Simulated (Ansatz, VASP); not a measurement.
**Two plane-wave programs on LiF (Griceite)**

File POSCAR:

```
LiF
1.0
    0.0000000000      1.9867804471      1.9867804471
    1.9867804471      0.0000000000      1.9867804471
    1.9867804471      1.9867804471      0.0000000000
F Li
1 1
Direct
    0.5000000000      0.5000000000      0.5000000000
    0.0000000000      0.0000000000      0.0000000000
```

INCAR.step1

```
SYSTEM = LiF
PREC = Accurate
ENCUT = 520
ISMEAR = -1
SIGMA = 0.05
LREAL = .False.
LASPH = .True.
NELM = 100
NBANDS = 12
GGA = PE
ALGO = Normal
EDIFF = 1E-4
LWAVE = .True.
LCHARG = .False.
```

Contents of INCAR.step2:

```
SYSTEM = LiF
PREC = Accurate
ENCUT = 520
EDIFF = 1E-6
ISMEAR = -1
SIGMA = 0.05
LREAL = .False.
LASPH = .True.
NELM = 100
ALGO = Normal
ISIF = 2
LWAVE = .False.
LCHARG = .True.
METAGGA = R2SCAN
LMIXTAU = .True.
LELF = .True.
LVHAR = .True.
NBANDS = 12
ISTART = 1
```

The input KPOINTS:

```
Automatic mesh
0
Gamma
  11 11 11
  0 0 0
```

File input.yaml:

```yaml
crystal:
  lattice:
    - [0.0, 1.9867804471, 1.9867804471]
    - [1.9867804471, 0.0, 1.9867804471]
    - [1.9867804471, 1.9867804471, 0.0]
  atoms:
    - { symbol: F, position: [0.5, 0.5, 0.5] }
    - { symbol: Li, position: [0.0, 0.0, 0.0] }
hamiltonian:
  xc: r2scan
  pseudopotentials: { kind: paw }
kpoints:
  mp_grid: { grid: [11, 11, 11] }
scf:
  occupations: { method: fermi_dirac, width: 0.05 }
output:
  forces: true
  stress: true
  eigenvalues: true
```

Alike in both runs: task single point; functional r2SCAN; k mesh 11 × 11 × 11; occupations fermi-dirac, width 0.05 eV; no spin polarisation.

```csv
,VASP,Ansatz
version,VASP 6.6.1,Ansatz 0.2.0
potentials or method,"VASP PAW PBE potentials, release 64 (F, Li_sv)",Ansatz PAW
plane-wave cutoff (eV),520,500
valence electrons in the cell,10,10
```

VASP gave:

- gap on the k mesh at the Fermi level (eV): 10.67
- least direct gap on the mesh (eV): 10.67

**Question.** Which values does Ansatz return?

**Answer.** gap on the k mesh at the Fermi level (eV): 10.45; least direct gap on the mesh (eV): 10.45.

Caveats: an odd mesh through Γ misses points on the zone boundary, where band edges often lie (VASP); odd divisions of the mesh miss points on the zone boundary, where band edges often lie, so the gap on the mesh can be too wide (Ansatz). r2SCAN opens gaps a little over a GGA but as a rule still falls short of measured ones.
